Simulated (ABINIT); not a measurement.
# CdS (Fm-3m) in ABINIT: convergence with pawecutdg

Aim: find how far pawecutdg must go before the results for CdS settle, at PBE. This setting moves, with any that are tied to it; all else stays.

Program: ABINIT 10.8.3 (patched build). These are calculated values, not measurements. Logs are shortened: lines on timing, memory, paths and dates and some standing lists are left out, and cuts for length are marked. The log counts tension as positive stress, the text compression.

## Step 1: Starting point

The structure is cubic, space group Fm-3m (No. 225). Conventional cell: a = 5.506 Å, b = 5.506 Å, c = 5.506 Å, α = 90.00°, β = 90.00°, γ = 90.00°. Cd (site symmetry m-3m) is surrounded by 6 S at 2.75 Å. Around S (site symmetry m-3m) lie 6 Cd at 2.75 Å.

Measurements of this composition are mostly on another form, of space group No. 186.

## Step 2: With pawecutdg 22.7

File run.abi:

```
# Pseudopotentials
pp_dirpath "./"
pseudos "Cd.GGA_PBE-JTH.xml, S.GGA_PBE-JTH.xml"

# Structure
acell 3*1.0 Angstrom
rprim
     0.0000000000     2.7532440000     2.7532440000
     2.7532440000     0.0000000000     2.7532440000
     2.7532440000     2.7532440000     0.0000000000
ntypat 2
znucl 48 16
natom 2
typat 1 2
xcart
     0.0000000000     0.0000000000     0.0000000000
     5.2028771143     5.2028771143     5.2028771143

# Plane-wave basis
ecut 22.0
pawecutdg 22.7
pawxcdev 0

# k points
kptopt 1
ngkpt 8 8 8
nshiftk 1
shiftk 0.0 0.0 0.0

# Exchange and correlation
ixc 11

# Bands and occupations
nband 13
occopt 3
tsmear 0.05 eV

# SCF cycle
nstep 100
tolvrs 1.0e-9

# Output
iomode 3
prtwf 0
prtden 0
prteig 0
prtebands 0
enunit 2
```

Potentials or basis: JTH PAW PBE v2.0.

On the command line:

```
$ abinit run.abi > log 2>&1
```

run.abo:

```text
.Version 10.8.3 of ABINIT
 Symmetries : space group Fm -3 m (#225); Bravais cF (face-center cubic)
================================================================================
 Values of the parameters that define the memory need of the present run
     intxc =       0    ionmov =       0      iscf =      17    lmnmax =      18
     lnmax =       6     mgfft =      32  mpssoang =       3    mqgrid =    3001
     natom =       2  nloc_mem =       2    nspden =       1   nspinor =       1
    nsppol =       1      nsym =      48    n1xccc =       1    ntypat =       2
    occopt =       3   xclevel =       2
       mpw =        1399          nfft =       32768          nkpt =          29
 PAW method is used; the additional fine FFT grid is defined by:
   mgfftf=        32    nfftf =     32768
================================================================================
================================================================================

--------------------------------------------------------------------------------
------------- Echo of variables that govern the present computation ------------
--------------------------------------------------------------------------------
 -outvars: echo values of preprocessed input variables --------
            acell      1.8897261259E+00  1.8897261259E+00  1.8897261259E+00 Bohr
              amu      1.12411000E+02  3.20660000E+01
             ecut      2.20000000E+01 Hartree
           enunit           2
              ixc          11
         kptrlatt        8    0    0      0    8    0      0    0    8
          kptrlen      5.88638351E+01
            natom           2
            nband          13
            ngfft          32      32      32
          ngfftdg          32      32      32
             nkpt          29
            nstep         100
             nsym          48
           ntypat           2
           occopt           3
        pawecutdg      2.27000000E+01 Hartree
         pawxcdev           0
           prtden           0
        prtebands           0
           prteig           0
            prtwf           0
            rprim      0.0000000000E+00  2.7532440000E+00  2.7532440000E+00
                       2.7532440000E+00  0.0000000000E+00  2.7532440000E+00
                       2.7532440000E+00  2.7532440000E+00  0.0000000000E+00
          spgroup         225
           tolvrs      1.00000000E-09
           tsmear      1.83746611E-03 Hartree
            typat      1  2
           useylm           1
           xangst      0.0000000000E+00  0.0000000000E+00  0.0000000000E+00
                       2.7532440000E+00  2.7532440000E+00  2.7532440000E+00
            xcart      0.0000000000E+00  0.0000000000E+00  0.0000000000E+00
                       5.2028771178E+00  5.2028771178E+00  5.2028771178E+00
             xred      0.0000000000E+00  0.0000000000E+00  0.0000000000E+00
                       5.0000000000E-01  5.0000000000E-01  5.0000000000E-01
            znucl       48.00000   16.00000

================================================================================

 chkinp: Checking input parameters for consistency.

================================================================================
== DATASET  1 ==================================================================

--- !DatasetInfo
iteration_state: {dtset: 1, }
dimensions: {natom: 2, nkpt: 29, mband: 13, nsppol: 1, nspinor: 1, nspden: 1, mpw: 1399, }
cutoff_energies: {ecut:  22.0, pawecutdg:  22.7, }
electrons: {nelect:   1.80000000E+01, charge:   0.00000000E+00, occopt:   3.00000000E+00, tsmear:   1.83746611E-03, }
meta: {optdriver: 0, ionmov: 0, optcell: 0, iscf: 17, paral_kgb: 0, }
...

 Exchange-correlation functional for the present dataset will be:
  GGA: Perdew-Burke-Ernzerhof functional - ixc=11
  J.P.Perdew, K.Burke, M.Ernzerhof, PRL 77, 3865 (1996)
[... 93 lines left out ...]
- [  5.0000E-01,   5.0000E-01,   5.0000E-01,  S]
cartesian_forces: # hartree/bohr
- [ -0.00000000E+00,  -0.00000000E+00,  -0.00000000E+00, ]
- [ -0.00000000E+00,  -0.00000000E+00,  -0.00000000E+00, ]
force_length_stats: {min:   0.00000000E+00, max:   0.00000000E+00, mean:   0.00000000E+00, }
...

 Integrated electronic density in atomic spheres:
 ------------------------------------------------
 Atom  Sphere_radius  Integrated_density
    1        2.50234         10.33731188
    2        1.90380          3.55026645

================================================================================

 ----iterations are completed or convergence reached----

 Mean square residual over all n,k,spin=   99.412E-07; max=  14.512E-04
 reduced coordinates (array xred) for    2 atoms
       0.000000000000      0.000000000000      0.000000000000
       0.500000000000      0.500000000000      0.500000000000
 rms dE/dt=  0.0000E+00; max dE/dt=  0.0000E+00; dE/dt below (all hartree)
    1       0.000000000000      0.000000000000      0.000000000000
    2       0.000000000000      0.000000000000      0.000000000000

 cartesian coordinates (angstrom) at end:
    1      0.00000000000000     0.00000000000000     0.00000000000000
    2      2.75324400000000     2.75324400000000     2.75324400000000

 cartesian forces (hartree/bohr) at end:
    1     -0.00000000000000    -0.00000000000000    -0.00000000000000
    2     -0.00000000000000    -0.00000000000000    -0.00000000000000
 frms,max,avg= 0.0000000E+00 0.0000000E+00   0.000E+00  0.000E+00  0.000E+00 h/b

 cartesian forces (eV/Angstrom) at end:
    1     -0.00000000000000    -0.00000000000000    -0.00000000000000
    2     -0.00000000000000    -0.00000000000000    -0.00000000000000
 frms,max,avg= 0.0000000E+00 0.0000000E+00   0.000E+00  0.000E+00  0.000E+00 e/A
 length scales=  1.889726125908  1.889726125908  1.889726125908 bohr
              =  1.000000000000  1.000000000000  1.000000000000 angstroms
 Fermi (or HOMO) energy (hartree) =   0.20643   Average Vxc (hartree)=  -0.36916
 Eigenvalues (hartree) for nkpt=  29  k points:
 kpt#   1, nband= 13, wtk=  0.00195, kpt=  0.0000  0.0000  0.0000 (reduced coord)
  -0.26614   -0.07897   -0.07897   -0.07897   -0.07893   -0.07893    0.17275    0.17275
   0.17275    0.22949    0.53694    0.53694    0.53695
      occupation numbers for kpt#   1
   2.00000    2.00000    2.00000    2.00000    2.00000    2.00000    2.00000    2.00000
   2.00000    0.00001    0.00000    0.00000    0.00000
 prteigrs : prtvol=0 or 1, do not print more k-points.

 Fermi (or HOMO) energy (eV) =   5.61737   Average Vxc (eV)= -10.04546
 Eigenvalues (   eV  ) for nkpt=  29  k points:
 kpt#   1, nband= 13, wtk=  0.00195, kpt=  0.0000  0.0000  0.0000 (reduced coord)
  -7.24200   -2.14890   -2.14890   -2.14890   -2.14784   -2.14784    4.70085    4.70085
   4.70085    6.24474   14.61094   14.61094   14.61126
 prteigrs : prtvol=0 or 1, do not print more k-points.

--- !EnergyTerms
iteration_state     : {dtset: 1, }
comment             : Components of total free energy in Hartree
kinetic             :  1.73071356909276E+01
hartree             :  1.11897910915703E+01
xc                  : -6.87383267843126E+00
Ewald energy        : -4.71948830676040E+01
psp_core            :  1.85754086692732E+00
local_psp           : -3.72099373115849E+01
PAW spherical_terms :  3.01047746953217E+00
internal            : -5.79137079386628E+01
'-kT*entropy'       : -4.03824690789244E-05
total_energy        : -5.79137483211318E+01
total_energy_eV     : -1.57591337451885E+03
...

--- !EnergyTermsDC
iteration_state     : {dtset: 1, }
comment             : '"Double-counting" decomposition of free energy'
band_energy         : -5.22919051532832E-01
Ewald energy        : -4.71948830676040E+01
psp_core            :  1.85754086692732E+00
xc_dc               : -1.04096728431946E+01
PAW spherical_terms : -1.64376215559996E+00
internal            : -5.79136962510041E+01
'-kT*entropy'       : -4.03824690789244E-05
total_energy_dc     : -5.79137366334732E+01
total_energy_dc_eV  : -1.57591305648146E+03
...

--- !EnergyTermsWithPAWCore
iteration_state     : {dtset: 1, }
comment             : 'Components of total free energy, including PAW core contributions'
Total energy        : -5.99391280046483E+03
Total energy DC     : -5.99391278877717E+03
Total energy (eV)   : -1.63102676338178E+05
Total energy DC (eV): -1.63102676020141E+05
...

 Cartesian components of stress tensor (hartree/bohr^3)
  sigma(1 1)=  1.54140932E-05  sigma(3 2)=  0.00000000E+00
  sigma(2 2)=  1.54140932E-05  sigma(3 1)=  0.00000000E+00
  sigma(3 3)=  1.54140932E-05  sigma(2 1)=  0.00000000E+00

-Cartesian components of stress tensor (GPa)         [Pressure= -4.5350E-01 GPa]
- sigma(1 1)=  4.53498278E-01  sigma(3 2)=  0.00000000E+00
- sigma(2 2)=  4.53498278E-01  sigma(3 1)=  0.00000000E+00
- sigma(3 3)=  4.53498278E-01  sigma(2 1)=  0.00000000E+00

== END DATASET(S) ==============================================================
================================================================================

 -outvars: echo values of variables after computation  --------
            acell      1.8897261259E+00  1.8897261259E+00  1.8897261259E+00 Bohr
           etotal     -5.7913736633E+01
            fcart     -0.0000000000E+00 -0.0000000000E+00 -0.0000000000E+00
                      -0.0000000000E+00 -0.0000000000E+00 -0.0000000000E+00
            rprim      0.0000000000E+00  2.7532440000E+00  2.7532440000E+00
                       2.7532440000E+00  0.0000000000E+00  2.7532440000E+00
                       2.7532440000E+00  2.7532440000E+00  0.0000000000E+00
           strten      1.5414093178E-05  1.5414093178E-05  1.5414093178E-05
                       0.0000000000E+00  0.0000000000E+00  0.0000000000E+00
           xangst      0.0000000000E+00  0.0000000000E+00  0.0000000000E+00
                       2.7532440000E+00  2.7532440000E+00  2.7532440000E+00
             xred      0.0000000000E+00  0.0000000000E+00  0.0000000000E+00
                       5.0000000000E-01  5.0000000000E-01  5.0000000000E-01
 Calculation completed.
```

Run time: 26 s. Hardware: 1 thread of Arm Neoverse V1, shared host; peak memory 0.11 GiB.

Results:

| Item | Value |
| --- | --- |
| Free energy | -1575.9131 eV |
| Pressure | -0.5 GPa |
| Band gap on the k mesh | 0.25 eV, indirect (least direct gap 1.54 eV) |
| Valence electrons inside the program's atomic spheres | Cd 10.34; S 3.55 |

## Step 3: With pawecutdg 26.4

Changes to run.abi since step 2:

```diff
@@ -20,3 +20,3 @@
 ecut 22.0
-pawecutdg 22.7
+pawecutdg 26.4
 pawxcdev 0
```

Potentials or basis: JTH PAW PBE v2.0.

On the command line:

```
$ abinit run.abi > log 2>&1
```

It took 26 s on 1 thread of Arm Neoverse V1, shared host; peak memory 0.11 GiB.

Results (log left out):

| Item | Value |
| --- | --- |
| Free energy | -1575.9119 eV |
| Pressure | -0.5 GPa |
| Band gap on the k mesh | 0.25 eV, indirect (least direct gap 1.54 eV) |
| Valence electrons inside the program's atomic spheres | Cd 10.32; S 3.53 |

## Step 4: With pawecutdg 33

Changes to run.abi since step 3:

```diff
@@ -20,3 +20,3 @@
 ecut 22.0
-pawecutdg 26.4
+pawecutdg 33.0
 pawxcdev 0
```

On the command line:

```
$ abinit run.abi > log 2>&1
```

It took 26 s on 1 thread of Arm Neoverse V1, shared host; peak memory 0.11 GiB.

The run converged. Its results:

| Property | Result |
| --- | --- |
| Free energy | -1575.9120 eV |
| Pressure | -0.4 GPa |
| Band gap on the k mesh | 0.25 eV, indirect (least direct gap 1.54 eV) |
| Valence electrons inside the program's atomic spheres | Cd 10.32; S 3.56 |

## Step 5: With pawecutdg 39.6

Changes to run.abi since step 4:

```diff
@@ -20,3 +20,3 @@
 ecut 22.0
-pawecutdg 33.0
+pawecutdg 39.6
 pawxcdev 0
```

On the command line:

```
$ abinit run.abi > log 2>&1
```

It took 26 s on 1 thread of Arm Neoverse V1, shared host; peak memory 0.12 GiB.

Results (log left out):

| Quantity | Value |
| --- | --- |
| Free energy | -1575.9115 eV |
| Pressure | -0.4 GPa |
| Band gap on the k mesh | 0.25 eV, indirect (least direct gap 1.54 eV) |
| Valence electrons inside the program's atomic spheres | Cd 10.32; S 3.56 |

## Step 6: With pawecutdg 48.4

Changes to run.abi since step 5:

```diff
@@ -20,3 +20,3 @@
 ecut 22.0
-pawecutdg 39.6
+pawecutdg 48.4
 pawxcdev 0
```

Potentials or basis: JTH PAW PBE v2.0.

On the command line:

```
$ abinit run.abi > log 2>&1
```

Wall time 29 s (1 thread of Arm Neoverse V1, shared host); peak memory 0.12 GiB.

It converged, with:

```yaml
Free_energy: -1575.9116 eV
Pressure: -0.4 GPa
Band_gap_on_the_k_mesh: 0.25 eV, indirect (least direct gap 1.54 eV)
Valence_electrons_inside_the_program's_atomic_spheres: Cd 10.32; S 3.56
```

## Step 7: With pawecutdg 59.4

Changes to run.abi since step 6:

```diff
@@ -20,3 +20,3 @@
 ecut 22.0
-pawecutdg 48.4
+pawecutdg 59.4
 pawxcdev 0
```

On the command line:

```
$ abinit run.abi > log 2>&1
```

It took 27 s on 1 thread of Arm Neoverse V1, shared host; peak memory 0.14 GiB.

The run converged. Its results:

```yaml
Free_energy: -1575.9119 eV
Pressure: -0.4 GPa
Band_gap_on_the_k_mesh: 0.25 eV, indirect (least direct gap 1.54 eV)
Valence_electrons_inside_the_program's_atomic_spheres: Cd 10.32; S 3.55
```

## Step 8: With pawecutdg 72.6

Changes to run.abi since step 7:

```diff
@@ -20,3 +20,3 @@
 ecut 22.0
-pawecutdg 59.4
+pawecutdg 72.6
 pawxcdev 0
```

On the command line:

```
$ abinit run.abi > log 2>&1
```

Wall time 29 s (1 thread of Arm Neoverse V1, shared host); peak memory 0.17 GiB.

Results (log left out):

```yaml
Free_energy: -1575.9117 eV
Pressure: -0.4 GPa
Band_gap_on_the_k_mesh: 0.25 eV, indirect (least direct gap 1.54 eV)
Valence_electrons_inside_the_program's_atomic_spheres: Cd 10.32; S 3.55
```

## Step 9: Summary

```
pawecutdg  energy less the tightest run, at zero smearing (meV/atom)  SCF cycles  CPU time (s)  peak memory (GiB)
     22.7                                                      -0.69          17            26               0.11
     26.4                                                      -0.11          17            26               0.11
       33                                                      -0.17          17            26               0.11
     39.6                                                       0.11          17            26               0.12
     48.4                                                       0.05          19            29               0.12
     59.4                                                      -0.09          17            27               0.14
     72.6                                                       0.00          18            29               0.17
```

Against the tightest run, the energy stays within 1 meV/atom from 22.7 on. The tightest run that finished is the yardstick and may itself not be fully converged.
